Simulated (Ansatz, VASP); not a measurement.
## Ni in VASP and in Ansatz

```
CELL_PARAMETERS angstrom
-1.38372 1.38372 1.27302
1.38372 -1.38372 1.27302
1.38372 1.38372 -1.27302
ATOMIC_POSITIONS crystal
Ni 0.00000 0.00000 0.00000
```

Change from the starting cell: strain +0.000 along x and y, -0.080 along z, atoms carried along.

Alike in both runs: task single point; functional PBE; k mesh 24 × 24 × 24; occupations gaussian, width 0.15 eV; collinear spin.

|  | VASP | Ansatz |
| --- | --- | --- |
| version | VASP 6.6.1 | Ansatz 0.2.0 |
| potentials or method | VASP PAW PBE potentials, release 64 (Ni) | scalar-relativistic, plane waves, PAW |
| plane-wave cutoff (eV) | 520 | 420 |
| valence electrons in the cell | 10 | 18 |

Ansatz gave:

```
gap on the k mesh at the Fermi level (eV)                     : none
pressure (GPa)                                                : 30.7
largest component of the traceless stress (GPa)               : 2.65
net moment per atom (μB)                                      : 0.50
size of the moment on the site where the two differ most (μB) : 0.53
```

Estimate VASP's values.

gap on the k mesh at the Fermi level (eV): none; pressure (GPa): 30.2; largest component of the traceless stress (GPa): 2.35; net moment per atom (μB): 0.49; size of the moment on the site where the two differ most (μB): 0.49.

Site moments also hang on the region over which each program counts them. A gap of «none» marks a metal or a gap that the smearing closes. With one functional, cell and mesh, what is left measures potentials, basis and numerics. The two sets of potentials don't hold the same shells in valence.

Caveats: so large a pressure means that the cell lies far from this level's equilibrium, or that cutoff or potentials fall short (VASP).
